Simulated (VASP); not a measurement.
The system is IrO2.

```
Ir O
1.0
     4.50510    0.00000    0.00000
     0.00000    4.50510    0.00000
     0.00000    0.00000    3.15860
Ir O
2 4
Cartesian
  0.0000 0.0000 0.0000
  2.2525 2.2525 1.5793
  1.3862 1.3862 0.0000
  0.8663 3.6388 1.5793
  3.1189 3.1189 0.0000
  3.6388 0.8663 1.5793
```

- Program: VASP 6.6.1
- Task: relaxation of cell and atoms
- Functional: PBE
- Potentials or basis: VASP PAW PBE potentials, release 64 (Ir, O)
- Cutoff: 600 eV
- k mesh: 6 × 6 × 10
- Occupations: gaussian, width 0.05 eV
- Spin: no spin polarisation

At the start: pressure 7.3 GPa; volume 10.68 Å³/atom.

Problem. How do energy, volume and symmetry change on relaxing?

Solution. Over 7 steps the energy falls by 6.1 meV/atom and the volume is 10.95 Å³/atom (+2.5 %); space group P4_2/mnm (No. 136, to 0.05 Å).

The path:
```tsv
step	energy change (eV)	largest force (eV/Å)	pressure (GPa)	volume (Å³)
1	0.0000	0.0731	7.29	64.11
2	0.0789	0.1332	-11.33	68.72
3	-0.0358	0.0986	-0.08	65.71
4	-0.0358	0.0981	0.05	65.68
5	-0.0361	0.0621	0.04	65.73
6	-0.0365	0.0067	0.03	65.71
7	-0.0365	0.0029	-0.05	65.73
```

Final structure:
```
CELL_PARAMETERS angstrom
4.54102 0.00000 0.00000
0.00000 4.54102 0.00000
0.00000 0.00000 3.18747
ATOMIC_POSITIONS crystal
Ir 0.00000 0.00000 0.00000
Ir 0.50000 0.50000 0.50000
O 0.30832 0.30832 0.00000
O 0.19168 0.80832 0.50000
O 0.69168 0.69168 0.00000
O 0.80832 0.19168 0.50000
```
